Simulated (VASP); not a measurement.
# Y (P6_3/mmc) in VASP: notebook, part 2 of 7

VASP 6.6.1.

## 10. Equation of state, PBEsol, 32.02 Å³/atom

File INCAR:

```
SYSTEM = Y
  ADDGRID = .FALSE.
  ALGO = Normal
  EDIFF = 1E-6
  ENCUT = 450
  GGA = PS
  ISIF = 2
  ISMEAR = -1
  LASPH = .TRUE.
  LCHARG = .FALSE.
  LREAL = .FALSE.
  LWAVE = .FALSE.
  NELM = 100
  PREC = Accurate
  SIGMA = 0.15
```

File KPOINTS:

```
k-points
0
G
  3 3 2
  0 0 0
```

File POSCAR:

```
Y
1.0
    3.6105550567      0.0000000000      0.0000000000
   -1.8052775283      3.1268324009      0.0000000000
    0.0000000000      0.0000000000      5.6727111937
Y
2
Direct
    0.6666666667      0.3333333333      0.7500000000
    0.3333333333      0.6666666667      0.2500000000
```

Started as:

```console
$ cat potpaw_PBE.64/Y_sv/POTCAR > POTCAR
$ mpirun -np 1 vasp_std > vasp.out
```

Run time: 5.5 s. Hardware: 1 thread of AMD EPYC 9R45 (Zen 5), shared host; peak memory 0.15 GiB.

The run converged, but some of its settings lie outside the range that counts as converged, so its numbers aren't taken as properties of the crystal.

Results:

| Quantity | Value |
| --- | --- |
| Free energy | -13.6964 eV |
| Pressure | -1.6 GPa |
| Band gap on the k mesh | none (metal or under the smearing width) |

Caveat: the k mesh is coarse (spacing up to 0.67 Å⁻¹), so the values aren't converged; the PAW data sets were made with another functional, which shifts forces and pressure a little.

## 11. Equation of state, PBEsol, 34.00 Å³/atom

INCAR is that of step 10.

KPOINTS is that of step 10.

File POSCAR:

```
Y
1.0
    3.6835152200      0.0000000000      0.0000000000
   -1.8417576100      3.1900177558      0.0000000000
    0.0000000000      0.0000000000      5.7873423041
Y
2
Direct
    0.6666666667      0.3333333333      0.7500000000
    0.3333333333      0.6666666667      0.2500000000
```

Started as:

```console
$ cat potpaw_PBE.64/Y_sv/POTCAR > POTCAR
$ mpirun -np 1 vasp_std > vasp.out
```

It took 5.5 s on 1 thread of AMD EPYC 9R45 (Zen 5), shared host; peak memory 0.15 GiB.

These settings aren't checked as converged: the numbers below hold their error.

What came out:

* Free energy: -13.6330 eV
* Pressure: -3.5 GPa
* Band gap on the k mesh: none (metal or under the smearing width)

Caveat: the k mesh is coarse (spacing up to 0.66 Å⁻¹), so the values aren't converged; the PAW data sets were made with another functional, which shifts forces and pressure a little.

## 12. Equation of state, PBEsol, 32.02 Å³/atom

Edit INCAR of step 11 so:

```diff
@@ -4,3 +4,3 @@
   EDIFF = 1E-6
-  ENCUT = 450
+  ENCUT = 550
   GGA = PS
```

KPOINTS is that of step 11.

File POSCAR:

```
Y
1.0
    3.6105550567      0.0000000000      0.0000000000
   -1.8052775283      3.1268324009      0.0000000000
    0.0000000000      0.0000000000      5.6727111937
Y
2
Direct
    0.6666666667      0.3333333333      0.7500000000
    0.3333333333      0.6666666667      0.2500000000
```

Potentials or basis: VASP PAW PBE potentials, release 64 (Y_sv).

Started as:

```console
$ cat potpaw_PBE.64/Y_sv/POTCAR > POTCAR
$ mpirun -np 1 vasp_std > vasp.out
```

It took 6.4 s on 1 thread of AMD EPYC 9R45 (Zen 5), shared host; peak memory 0.16 GiB.

These settings aren't checked as converged: the numbers below hold their error.

Results:

- Free energy: -13.6968 eV
- Pressure: -1.6 GPa
- Band gap on the k mesh: none (metal or under the smearing width)

Caveat: the k mesh is coarse (spacing up to 0.67 Å⁻¹), so the values aren't converged; the PAW data sets were made with another functional, which shifts forces and pressure a little.

## 13. Equation of state, PBEsol, 34.00 Å³/atom

INCAR is that of step 12.

KPOINTS is that of step 12.

File POSCAR:

```
Y
1.0
    3.6835152200      0.0000000000      0.0000000000
   -1.8417576100      3.1900177558      0.0000000000
    0.0000000000      0.0000000000      5.7873423041
Y
2
Direct
    0.6666666667      0.3333333333      0.7500000000
    0.3333333333      0.6666666667      0.2500000000
```

Started as:

```console
$ cat potpaw_PBE.64/Y_sv/POTCAR > POTCAR
$ mpirun -np 1 vasp_std > vasp.out
```

Wall time 6.2 s (1 thread of AMD EPYC 9R45 (Zen 5), shared host); peak memory 0.16 GiB.

The run converged, but some of its settings lie outside the range that counts as converged, so its numbers aren't taken as properties of the crystal.

What came out:

```
Free energy            : -13.6333 eV
Pressure               : -3.5 GPa
Band gap on the k mesh : none (metal or under the smearing width)
```

Caveat: the k mesh is coarse (spacing up to 0.66 Å⁻¹), so the values aren't converged; the PAW data sets were made with another functional, which shifts forces and pressure a little.

## 14. Equation of state, PBEsol, 32.02 Å³/atom

Edit INCAR of step 13 so:

```diff
@@ -4,3 +4,3 @@
   EDIFF = 1E-6
-  ENCUT = 550
+  ENCUT = 700
   GGA = PS
```

KPOINTS is that of step 13.

File POSCAR:

```
Y
1.0
    3.6105550567      0.0000000000      0.0000000000
   -1.8052775283      3.1268324009      0.0000000000
    0.0000000000      0.0000000000      5.6727111937
Y
2
Direct
    0.6666666667      0.3333333333      0.7500000000
    0.3333333333      0.6666666667      0.2500000000
```

Started as:

```console
$ cat potpaw_PBE.64/Y_sv/POTCAR > POTCAR
$ mpirun -np 1 vasp_std > vasp.out
```

Wall time 7.7 s (1 thread of AMD EPYC 9R45 (Zen 5), shared host); peak memory 0.19 GiB.

These settings aren't checked as converged: the numbers below hold their error.

What came out:

| Property | Result |
| --- | --- |
| Free energy | -13.6969 eV |
| Pressure | -1.6 GPa |
| Band gap on the k mesh | none (metal or under the smearing width) |

Caveat: the k mesh is coarse (spacing up to 0.67 Å⁻¹), so the values aren't converged; the PAW data sets were made with another functional, which shifts forces and pressure a little.

## 15. Equation of state, PBEsol, 34.00 Å³/atom

INCAR is that of step 14.

KPOINTS is that of step 14.

File POSCAR:

```
Y
1.0
    3.6835152200      0.0000000000      0.0000000000
   -1.8417576100      3.1900177558      0.0000000000
    0.0000000000      0.0000000000      5.7873423041
Y
2
Direct
    0.6666666667      0.3333333333      0.7500000000
    0.3333333333      0.6666666667      0.2500000000
```

Potentials or basis: VASP PAW PBE potentials, release 64 (Y_sv).

Started as:

```console
$ cat potpaw_PBE.64/Y_sv/POTCAR > POTCAR
$ mpirun -np 1 vasp_std > vasp.out
```

It took 7.5 s on 1 thread of AMD EPYC 9R45 (Zen 5), shared host; peak memory 0.19 GiB.

These settings aren't checked as converged: the numbers below hold their error.

Results:

```
Free energy            : -13.6333 eV
Pressure               : -3.5 GPa
Band gap on the k mesh : none (metal or under the smearing width)
```

Caveat: the k mesh is coarse (spacing up to 0.66 Å⁻¹), so the values aren't converged; the PAW data sets were made with another functional, which shifts forces and pressure a little.

## 16. Equation of state, PBEsol, 32.02 Å³/atom

Edit INCAR of step 15 so:

```diff
@@ -4,3 +4,3 @@
   EDIFF = 1E-6
-  ENCUT = 700
+  ENCUT = 300
   GGA = PS
```

File KPOINTS:

```
k-points
0
G
  11 11 6
  0 0 0
```

File POSCAR:

```
Y
1.0
    3.6105550567      0.0000000000      0.0000000000
   -1.8052775283      3.1268324009      0.0000000000
    0.0000000000      0.0000000000      5.6727111937
Y
2
Direct
    0.6666666667      0.3333333333      0.7500000000
    0.3333333333      0.6666666667      0.2500000000
```

Started as:

```console
$ cat potpaw_PBE.64/Y_sv/POTCAR > POTCAR
$ mpirun -np 1 vasp_std > vasp.out
```

It took 12 s on 1 thread of AMD EPYC 9R45 (Zen 5), shared host; peak memory 0.12 GiB.

The run converged, but some of its settings lie outside the range that counts as converged, so its numbers aren't taken as properties of the crystal.

Results:

```
Free energy            : -13.7617 eV
Pressure               : -1.0 GPa
Band gap on the k mesh : none (metal or under the smearing width)
```

Caveat: the PAW data sets were made with another functional, which shifts forces and pressure a little.

## 17. Equation of state, PBEsol, 34.00 Å³/atom

INCAR is that of step 16.

KPOINTS is that of step 16.

File POSCAR:

```
Y
1.0
    3.6835152200      0.0000000000      0.0000000000
   -1.8417576100      3.1900177558      0.0000000000
    0.0000000000      0.0000000000      5.7873423041
Y
2
Direct
    0.6666666667      0.3333333333      0.7500000000
    0.3333333333      0.6666666667      0.2500000000
```

Started as:

```console
$ cat potpaw_PBE.64/Y_sv/POTCAR > POTCAR
$ mpirun -np 1 vasp_std > vasp.out
```

Wall time 17 s (1 thread of AMD EPYC 9R45 (Zen 5), shared host); peak memory 0.14 GiB.

These settings aren't checked as converged: the numbers below hold their error.

Results:

| Item | Value |
| --- | --- |
| Free energy | -13.7147 eV |
| Pressure | -3.1 GPa |
| Band gap on the k mesh | none (metal or under the smearing width) |

Caveat: the PAW data sets were made with another functional, which shifts forces and pressure a little.

## 18. Equation of state, PBEsol, 32.02 Å³/atom

Edit INCAR of step 17 so:

```diff
@@ -4,3 +4,3 @@
   EDIFF = 1E-6
-  ENCUT = 300
+  ENCUT = 350
   GGA = PS
```

KPOINTS is that of step 17.

File POSCAR:

```
Y
1.0
    3.6105550567      0.0000000000      0.0000000000
   -1.8052775283      3.1268324009      0.0000000000
    0.0000000000      0.0000000000      5.6727111937
Y
2
Direct
    0.6666666667      0.3333333333      0.7500000000
    0.3333333333      0.6666666667      0.2500000000
```

Potentials or basis: VASP PAW PBE potentials, release 64 (Y_sv).

Started as:

```console
$ cat potpaw_PBE.64/Y_sv/POTCAR > POTCAR
$ mpirun -np 1 vasp_std > vasp.out
```

It took 17 s on 1 thread of AMD EPYC 9R45 (Zen 5), shared host; peak memory 0.15 GiB.

The run converged, but some of its settings lie outside the range that counts as converged, so its numbers aren't taken as properties of the crystal.

Results:

```yaml
Free_energy: -13.7665 eV
Pressure: -0.9 GPa
Band_gap_on_the_k_mesh: none (metal or under the smearing width)
```

Caveat: the PAW data sets were made with another functional, which shifts forces and pressure a little.

## 19. Equation of state, PBEsol, 34.00 Å³/atom

INCAR is that of step 18.

KPOINTS is that of step 18.

File POSCAR:

```
Y
1.0
    3.6835152200      0.0000000000      0.0000000000
   -1.8417576100      3.1900177558      0.0000000000
    0.0000000000      0.0000000000      5.7873423041
Y
2
Direct
    0.6666666667      0.3333333333      0.7500000000
    0.3333333333      0.6666666667      0.2500000000
```

Started as:

```console
$ cat potpaw_PBE.64/Y_sv/POTCAR > POTCAR
$ mpirun -np 1 vasp_std > vasp.out
```

It took 18 s on 1 thread of AMD EPYC 9R45 (Zen 5), shared host; peak memory 0.15 GiB.

These settings aren't checked as converged: the numbers below hold their error.

What came out:

- Free energy: -13.7189 eV
- Pressure: -3.0 GPa
- Band gap on the k mesh: none (metal or under the smearing width)

Caveat: the PAW data sets were made with another functional, which shifts forces and pressure a little.

## 20. Equation of state, PBEsol, 32.02 Å³/atom

Edit INCAR of step 19 so:

```diff
@@ -4,3 +4,3 @@
   EDIFF = 1E-6
-  ENCUT = 350
+  ENCUT = 400
   GGA = PS
```

KPOINTS is that of step 19.

File POSCAR:

```
Y
1.0
    3.6105550567      0.0000000000      0.0000000000
   -1.8052775283      3.1268324009      0.0000000000
    0.0000000000      0.0000000000      5.6727111937
Y
2
Direct
    0.6666666667      0.3333333333      0.7500000000
    0.3333333333      0.6666666667      0.2500000000
```

Started as:

```console
$ cat potpaw_PBE.64/Y_sv/POTCAR > POTCAR
$ mpirun -np 1 vasp_std > vasp.out
```

Run time: 19 s. Hardware: 1 thread of AMD EPYC 9R45 (Zen 5), shared host; peak memory 0.16 GiB.

These settings aren't checked as converged: the numbers below hold their error.

What came out:

| Property | Result |
| --- | --- |
| Free energy | -13.7666 eV |
| Pressure | -0.9 GPa |
| Band gap on the k mesh | none (metal or under the smearing width) |

Caveat: the PAW data sets were made with another functional, which shifts forces and pressure a little.

## 21. Equation of state, PBEsol, 34.00 Å³/atom

INCAR is that of step 20.

KPOINTS is that of step 20.

File POSCAR:

```
Y
1.0
    3.6835152200      0.0000000000      0.0000000000
   -1.8417576100      3.1900177558      0.0000000000
    0.0000000000      0.0000000000      5.7873423041
Y
2
Direct
    0.6666666667      0.3333333333      0.7500000000
    0.3333333333      0.6666666667      0.2500000000
```

Potentials or basis: VASP PAW PBE potentials, release 64 (Y_sv).

Started as:

```console
$ cat potpaw_PBE.64/Y_sv/POTCAR > POTCAR
$ mpirun -np 1 vasp_std > vasp.out
```

Run time: 20 s. Hardware: 1 thread of AMD EPYC 9R45 (Zen 5), shared host; peak memory 0.16 GiB.

These settings aren't checked as converged: the numbers below hold their error.

Results:

| Property | Result |
| --- | --- |
| Free energy | -13.7189 eV |
| Pressure | -3.0 GPa |
| Band gap on the k mesh | none (metal or under the smearing width) |

Caveat: the PAW data sets were made with another functional, which shifts forces and pressure a little.

## 22. Equation of state, PBEsol, 32.02 Å³/atom

Edit INCAR of step 21 so:

```diff
@@ -4,3 +4,3 @@
   EDIFF = 1E-6
-  ENCUT = 400
+  ENCUT = 300
   GGA = PS
```

File KPOINTS:

```
k-points
0
G
  13 13 7
  0 0 0
```

File POSCAR:

```
Y
1.0
    3.6105550567      0.0000000000      0.0000000000
   -1.8052775283      3.1268324009      0.0000000000
    0.0000000000      0.0000000000      5.6727111937
Y
2
Direct
    0.6666666667      0.3333333333      0.7500000000
    0.3333333333      0.6666666667      0.2500000000
```

Started as:

```console
$ cat potpaw_PBE.64/Y_sv/POTCAR > POTCAR
$ mpirun -np 1 vasp_std > vasp.out
```

It took 14 s on 1 thread of AMD EPYC 9R45 (Zen 5), shared host; peak memory 0.13 GiB.

The run converged, but some of its settings lie outside the range that counts as converged, so its numbers aren't taken as properties of the crystal.

What came out:

- Free energy: -13.7615 eV
- Pressure: -1.0 GPa
- Band gap on the k mesh: none (metal or under the smearing width)

Caveat: the PAW data sets were made with another functional, which shifts forces and pressure a little.

## 23. Equation of state, PBEsol, 34.00 Å³/atom

INCAR is that of step 22.

KPOINTS is that of step 22.

File POSCAR:

```
Y
1.0
    3.6835152200      0.0000000000      0.0000000000
   -1.8417576100      3.1900177558      0.0000000000
    0.0000000000      0.0000000000      5.7873423041
Y
2
Direct
    0.6666666667      0.3333333333      0.7500000000
    0.3333333333      0.6666666667      0.2500000000
```

Started as:

```console
$ cat potpaw_PBE.64/Y_sv/POTCAR > POTCAR
$ mpirun -np 1 vasp_std > vasp.out
```

Run time: 21 s. Hardware: 1 thread of AMD EPYC 9R45 (Zen 5), shared host; peak memory 0.15 GiB.

The run converged, but some of its settings lie outside the range that counts as converged, so its numbers aren't taken as properties of the crystal.

What came out:

```yaml
Free_energy: -13.7145 eV
Pressure: -3.1 GPa
Band_gap_on_the_k_mesh: none (metal or under the smearing width)
```

Caveat: the PAW data sets were made with another functional, which shifts forces and pressure a little.

## 24. Equation of state, PBEsol, 32.02 Å³/atom

Edit INCAR of step 23 so:

```diff
@@ -4,3 +4,3 @@
   EDIFF = 1E-6
-  ENCUT = 300
+  ENCUT = 450
   GGA = PS
```

File KPOINTS:

```
k-points
0
G
  11 11 6
  0 0 0
```

File POSCAR:

```
Y
1.0
    3.6105550567      0.0000000000      0.0000000000
   -1.8052775283      3.1268324009      0.0000000000
    0.0000000000      0.0000000000      5.6727111937
Y
2
Direct
    0.6666666667      0.3333333333      0.7500000000
    0.3333333333      0.6666666667      0.2500000000
```

Potentials or basis: VASP PAW PBE potentials, release 64 (Y_sv).

Started as:

```console
$ cat potpaw_PBE.64/Y_sv/POTCAR > POTCAR
$ mpirun -np 1 vasp_std > vasp.out
```

It took 23 s on 1 thread of AMD EPYC 9R45 (Zen 5), shared host; peak memory 0.18 GiB.

These settings aren't checked as converged: the numbers below hold their error.

Results:

```
Free energy            : -13.7667 eV
Pressure               : -0.8 GPa
Band gap on the k mesh : none (metal or under the smearing width)
```

Caveat: the PAW data sets were made with another functional, which shifts forces and pressure a little.

## 25. Equation of state, PBEsol, 34.00 Å³/atom

INCAR is that of step 24.

KPOINTS is that of step 24.

File POSCAR:

```
Y
1.0
    3.6835152200      0.0000000000      0.0000000000
   -1.8417576100      3.1900177558      0.0000000000
    0.0000000000      0.0000000000      5.7873423041
Y
2
Direct
    0.6666666667      0.3333333333      0.7500000000
    0.3333333333      0.6666666667      0.2500000000
```

Started as:

```console
$ cat potpaw_PBE.64/Y_sv/POTCAR > POTCAR
$ mpirun -np 1 vasp_std > vasp.out
```

Run time: 24 s. Hardware: 1 thread of AMD EPYC 9R45 (Zen 5), shared host; peak memory 0.19 GiB.

The run converged, but some of its settings lie outside the range that counts as converged, so its numbers aren't taken as properties of the crystal.

Results:

- Free energy: -13.7191 eV
- Pressure: -3.0 GPa
- Band gap on the k mesh: none (metal or under the smearing width)

Caveat: the PAW data sets were made with another functional, which shifts forces and pressure a little.

## 26. Equation of state, PBEsol, 32.02 Å³/atom

Edit INCAR of step 25 so:

```diff
@@ -4,3 +4,3 @@
   EDIFF = 1E-6
-  ENCUT = 450
+  ENCUT = 350
   GGA = PS
```

File KPOINTS:

```
k-points
0
G
  13 13 7
  0 0 0
```

File POSCAR:

```
Y
1.0
    3.6105550567      0.0000000000      0.0000000000
   -1.8052775283      3.1268324009      0.0000000000
    0.0000000000      0.0000000000      5.6727111937
Y
2
Direct
    0.6666666667      0.3333333333      0.7500000000
    0.3333333333      0.6666666667      0.2500000000
```

Started as:

```console
$ cat potpaw_PBE.64/Y_sv/POTCAR > POTCAR
$ mpirun -np 1 vasp_std > vasp.out
```

Wall time 20 s (1 thread of AMD EPYC 9R45 (Zen 5), shared host); peak memory 0.16 GiB.

These settings aren't checked as converged: the numbers below hold their error.

Results:

```yaml
Free_energy: -13.7662 eV
Pressure: -0.9 GPa
Band_gap_on_the_k_mesh: none (metal or under the smearing width)
```

Caveat: the PAW data sets were made with another functional, which shifts forces and pressure a little.

## 27. Equation of state, PBEsol, 34.00 Å³/atom

INCAR is that of step 26.

KPOINTS is that of step 26.

File POSCAR:

```
Y
1.0
    3.6835152200      0.0000000000      0.0000000000
   -1.8417576100      3.1900177558      0.0000000000
    0.0000000000      0.0000000000      5.7873423041
Y
2
Direct
    0.6666666667      0.3333333333      0.7500000000
    0.3333333333      0.6666666667      0.2500000000
```

Potentials or basis: VASP PAW PBE potentials, release 64 (Y_sv).

Started as:

```console
$ cat potpaw_PBE.64/Y_sv/POTCAR > POTCAR
$ mpirun -np 1 vasp_std > vasp.out
```

Run time: 21 s. Hardware: 1 thread of AMD EPYC 9R45 (Zen 5), shared host; peak memory 0.16 GiB.

These settings aren't checked as converged: the numbers below hold their error.

Results:

* Free energy: -13.7187 eV
* Pressure: -3.0 GPa
* Band gap on the k mesh: none (metal or under the smearing width)

Caveat: the PAW data sets were made with another functional, which shifts forces and pressure a little.

## 28. Equation of state, PBEsol, 32.02 Å³/atom

Edit INCAR of step 27 so:

```diff
@@ -4,3 +4,3 @@
   EDIFF = 1E-6
-  ENCUT = 350
+  ENCUT = 550
   GGA = PS
```

File KPOINTS:

```
k-points
0
G
  11 11 6
  0 0 0
```

File POSCAR:

```
Y
1.0
    3.6105550567      0.0000000000      0.0000000000
   -1.8052775283      3.1268324009      0.0000000000
    0.0000000000      0.0000000000      5.6727111937
Y
2
Direct
    0.6666666667      0.3333333333      0.7500000000
    0.3333333333      0.6666666667      0.2500000000
```

Started as:

```console
$ cat potpaw_PBE.64/Y_sv/POTCAR > POTCAR
$ mpirun -np 1 vasp_std > vasp.out
```

Run time: 27 s. Hardware: 1 thread of AMD EPYC 9R45 (Zen 5), shared host; peak memory 0.2 GiB.

The run converged, but some of its settings lie outside the range that counts as converged, so its numbers aren't taken as properties of the crystal.

Results:

* Free energy: -13.7672 eV
* Pressure: -0.8 GPa
* Band gap on the k mesh: none (metal or under the smearing width)

Caveat: the PAW data sets were made with another functional, which shifts forces and pressure a little.

## 29. Equation of state, PBEsol, 34.00 Å³/atom

INCAR is that of step 28.

KPOINTS is that of step 28.

File POSCAR:

```
Y
1.0
    3.6835152200      0.0000000000      0.0000000000
   -1.8417576100      3.1900177558      0.0000000000
    0.0000000000      0.0000000000      5.7873423041
Y
2
Direct
    0.6666666667      0.3333333333      0.7500000000
    0.3333333333      0.6666666667      0.2500000000
```

Started as:

```console
$ cat potpaw_PBE.64/Y_sv/POTCAR > POTCAR
$ mpirun -np 1 vasp_std > vasp.out
```

It took 28 s on 1 thread of AMD EPYC 9R45 (Zen 5), shared host; peak memory 0.2 GiB.

The run converged, but some of its settings lie outside the range that counts as converged, so its numbers aren't taken as properties of the crystal.

Results:

```
Free energy            : -13.7195 eV
Pressure               : -3.0 GPa
Band gap on the k mesh : none (metal or under the smearing width)
```

Caveat: the PAW data sets were made with another functional, which shifts forces and pressure a little.

(Part 2 of 7 ends here.)
